Q: I have germanium's levels at several points of the Brillouin zone, from a hybrid-functional calculation. Can I work out those at W, a corner of the zone, without another run?

A: You can get useful estimates, because the same bonds and the same crystal potential act at every point. The columns point a, b and c locate a wave in units of the reciprocal cell vectors. The first row is Γ, the zone centre; the second is L, the third lies midway between Γ and X, the sixth is X, and the last is W. "Level under 1" is the highest filled level at that point and "level over 1" the lowest empty one, counted in eV from the valence top. We shall mainly carry what X and L show over to W.

Levels of germanium (diamond structure, 2 atoms per cell) from FLEUR MaX-R8.1 (patched build s14), with all-electron FLAPW and the HSE06 hybrid functional, without spin polarisation or spin-orbit coupling. The k mesh is 4×4×4, with Fermi-Dirac smearing of 0.05 eV. Energies are counted from the valence top on this mesh, and "under" and "over" refer to the gap.

```
point a (reciprocal cell vector)  point b (reciprocal cell vector)  point c (reciprocal cell vector)  level under 4 (eV)  level under 3 (eV)  level under 2 (eV)  level under 1 (eV)  level over 1 (eV)  level over 2 (eV)
                          0.0000                            0.0000                            0.0000             -14.011               0.000               0.000               0.000              0.971              3.243
                          0.0000                            0.0000                            0.5000             -11.679              -8.261              -1.517              -1.517              0.882              4.473
                          0.0000                            0.2500                            0.2500             -12.889              -4.941              -2.188              -2.188              1.597              3.513
                          0.0000                            0.2500                            0.5000             -11.223              -7.988              -3.988              -2.599              2.036              5.098
                          0.0000                            0.2500                            0.7500             -11.912              -7.019              -4.146              -1.614              2.699              5.667
                          0.0000                            0.5000                            0.5000              -9.670              -9.670              -3.344              -3.344              1.311              1.311
                          0.2500                            0.5000                            0.7500                   ?                   ?                   ?                   ?                  ?                  ?
```

Q: At X the levels come in equal pairs. Is that chance?

A: It is symmetry. The diamond lattice has operations that swap its two atoms while shifting the crystal by a fraction of a cell. In a calculation without spin-orbit coupling, like this one, they force every level at X and at W into a pair. My first forecast for W is therefore three exactly equal pairs, two filled and one empty.

Q: Where should the deepest pair lie?

A: Let each atom's s and p orbitals couple only to its four nearest neighbours. At W the wave reaches these neighbours with phases a quarter turn apart, so the coupling between s orbitals cancels, as it does at X. An s orbital then couples to two p orbitals of the other atom, each with 1/√2 of the strength V it has at X for a single one. The two act together as one orbital:

√((V/√2)² + (V/√2)²) = V

The total strength is that of X, so the deepest pair should stay near the X value. I forecast −9.7 eV, give or take 0.4, and farther neighbours make a small rise likelier than a fall.

Q: Does the same argument settle the upper filled pair?

A: Nearly. That pair is a bond between p orbitals, which lies below the mean p energy C by the coupling P of the two orbitals:

E = C − P

At Γ, C is halfway between the valence top and the p-like empty level at 3.243 eV, so C = 1.62 eV, and P is also 1.62 eV. At X the filled pair at −3.34 eV gives a larger P, the sum of 1.62 and 3.34 eV.

For the p pair at L, theory gives the average of these two couplings, (1.62 + 1.62 + 3.34)/2 = 3.29 eV. The pair should then lie at 1.62 − 3.29 = −1.67 eV, and the calculation has −1.52 eV. L was not used to set the numbers, so this is a fair test. Nearest neighbours carry most of the story, and on their own they would repeat the X value at W.

Q: What makes you depart from the X value?

A: Second neighbours. When p orbitals point at each other, opposite phases bring lobes of equal sign face to face, which lowers the energy. In the upper pair at X such head-on contributions cancel, whereas at W the lowering ones prevail.

I set the sideways second-neighbour coupling to minus a quarter of the head-on one, a rough rule, and fitted a common p energy and one strength to the p levels at Γ, L, midway Γ–X and X, with the bond couplings taken from the splittings at Γ and L. The typical misfit is 0.13 eV, but so few points make this weak evidence. The fit puts the upper filled pair at W at −3.8 eV, and I allow 0.5 either way.

Q: And the lowest empty pair? Does it also follow X?

A: There I trust the orbitals less, because s and p orbitals alone are known to describe empty bands poorly. Plane waves are a better guide. At W four of them share the lowest kinetic energy and just fill the four valence bands, while the next four lie 9.4 eV higher for free electrons. L has two low waves and six high ones with the same spacing.

The crystal potential can push the two groups farther apart. At L the calculated distance between them is 11.3 eV, a low estimate because it uses only the five lowest levels of the upper group. Added to the mean forecast valence energy at W, −6.7 eV, this puts the centre of the upper four waves at about 4.6 eV. The lowest pair should lie somewhat below that centre, so I forecast 4.0 eV, give or take 1.0.

Q: Then let us see the calculation.

The withheld rows as computed:

```
point a (reciprocal cell vector)  point b (reciprocal cell vector)  point c (reciprocal cell vector)  level under 4 (eV)  level under 3 (eV)  level under 2 (eV)  level under 1 (eV)  level over 1 (eV)  level over 2 (eV)
                          0.2500                            0.5000                            0.7500              -9.558              -9.558              -4.211              -4.211              5.248              5.248
```

A: The levels do form three equal pairs. The deepest lies at −9.56 eV, well inside the range and slightly above X, as expected. The upper filled pair, at −4.21 eV, is also inside its range, but only just. The empty pair, at 5.25 eV, lies above its range. The printed output below gives the fit and each miss.

Q: Why was the upper filled pair so close to the edge?

A: From X to W it falls by 0.87 eV, and the second-neighbour term supplied only about half of that. The direction was right and the size too small. The assumed sideways ratio, couplings to still farther atoms, or orbitals beyond s and p could account for the rest, but I have tested none of these. The 0.1 eV rise of the deepest pair has the expected sign, because second neighbours lower the p part of that pair less at W than at X. Its size is less certain, since a denser mesh could change so small a difference.

Q: What went wrong with the empty pair?

A: The distance borrowed from L was too short. The filled levels at W average −6.9 eV, so even the lowest empty pair stands 5.2 + 6.9 = 12.1 eV above them, and the centre of its group must be higher still. I had used 11.3 eV and then moved the pair down from the centre, which made the error worse. My low estimate at L pushed in this direction, though these levels can't tell whether it explains the whole miss.

Q: Was the plane-wave picture still worth using?

A: Yes. Repeating the X value would have put the empty pair 3.9 eV too low, against 1.2 eV for the forecast. The gap between filled and empty levels at the same point grows from 4.7 eV at X to 9.5 eV at W, and the wave count shows why: at W the lowest group of waves is used up exactly by the valence bands. At X the lowest two groups hold six waves, so two are left over for low empty levels.

Q: What should I do at another corner or edge of a zone?

A: Begin with symmetry, which tells you which levels must coincide. For the filled levels, ask how the wave's phases combine the nearest bonds. For the empty ones, count the plane waves and see whether the valence bands use up a whole group. If they do, and the next group lies much higher, a wide gap is likely at that point. Trust its existence more than its estimated width.

Printed output of the fit:

```
Nearest neighbours only, fixed at Gamma and X: p doublet at L, eV: -1.672
its miss at L (model less computed), eV: -0.155
Nearest neighbours only: p doublet midway Gamma-X, eV: -2.072
its miss midway Gamma-X (model less computed), eV: 0.1159
With second neighbours: rms misfit on the four fitted points, eV: 0.1343
largest misfit on the four fitted points, eV: 0.22
FORECAST W upper valence pair (bar 0.5), eV: -3.811
FORECAST W deepest pair, the X value (bar 0.4), eV: -9.67
Free-electron spacing of the two wave groups at L and at W, eV: 9.397
Computed spacing at L, highest level of the group not listed, eV: 11.33
Estimated centre of the upper four waves at W, eV: 4.588
FORECAST W lowest conduction pair (bar 1.0), eV: 4
Computed levels:
   row  under 4  under 3  under 2  under 1  over 1  over 2
   0.0   -14.01        0        0        0   0.971   3.243
   0.0   -11.68   -8.261   -1.517   -1.517   0.882   4.473
   0.0   -12.89   -4.941   -2.188   -2.188   1.597   3.513
   0.0   -11.22   -7.988   -3.988   -2.599   2.036   5.098
   0.0   -11.91   -7.019   -4.146   -1.614   2.699   5.667
   0.0    -9.67    -9.67   -3.344   -3.344   1.311   1.311
  0.25   -9.558   -9.558   -4.211   -4.211   5.248   5.248
Miss at W, deepest pair (forecast less computed), eV: -0.112
Miss at W, upper valence pair (forecast less computed), eV: 0.4002
Miss at W, upper valence pair, if X is simply repeated, eV: 0.867
Miss at W, conduction pair (forecast less computed), eV: -1.248
Miss at W, conduction pair, if X is simply repeated, eV: -3.937
Direct gap at X, eV: 4.655
Direct gap at W, eV: 9.459
```
